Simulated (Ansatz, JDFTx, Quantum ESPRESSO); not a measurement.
**NaF: programs and potentials compared**

```
Na F
1.0
     0.00000    2.32000    2.32000
     2.32000    0.00000    2.32000
     2.32000    2.32000    0.00000
Na F
1 1
Cartesian
  0.0000 0.0000 0.0000
  2.3200 2.3200 2.3200
```

Alike in all runs: task equation of state; functional PBEsol; k mesh 10 × 10 × 10; occupations fermi-dirac, width 0.05 eV; no spin polarisation; no spin-orbit coupling.

```csv
program and potentials,plane-wave cutoff (eV),notes,equilibrium volume (Å³/atom),bulk modulus (GPa)
"JDFTx, PseudoDojo-SR-PBEsol-0.4.1-standard with smoothed tails",1197,-,12.39,48.5
"Ansatz, all-electron LAPW, scalar-relativistic",-,-,?,?
"Quantum ESPRESSO, PseudoDojo 0.4.1 SR PBEsol standard",1197,-,12.39,48.5
```

Problem. Estimate from the other rows what the run with Ansatz, all-electron LAPW, scalar-relativistic gave.

Solution. Equilibrium volume 12.40 Å³/atom; bulk modulus 48.5 GPa. The other rows, which needn't bracket it: equilibrium volume 12.39; bulk modulus 48.5.
